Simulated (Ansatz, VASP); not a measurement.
# Al in VASP and in Ansatz

```
Al
1.0
     0.00000    1.99048    1.99048
     1.99048    0.00000    1.99048
     1.99048    1.99048    0.00000
Al
1
Direct
  0.00000 0.00000 0.00000
```

Alike in both runs: task single point; functional PBE; k mesh 10 × 10 × 10; no spin polarisation.

|  | VASP | Ansatz |
| --- | --- | --- |
| version | VASP 6.6.1 | Ansatz 0.2.0 |
| potentials or method | VASP PAW PBE potentials, release 64 (Al) | plane waves, PAW |
| plane-wave cutoff (eV) | 520 | 500 |
| occupations | fermi-dirac, width 0.1 eV | fermi-dirac |
| valence electrons in the cell | 3 | 3 |

```csv
,VASP,Ansatz,Ansatz less VASP
pressure (GPa),3.7,3.7,+0.03
```
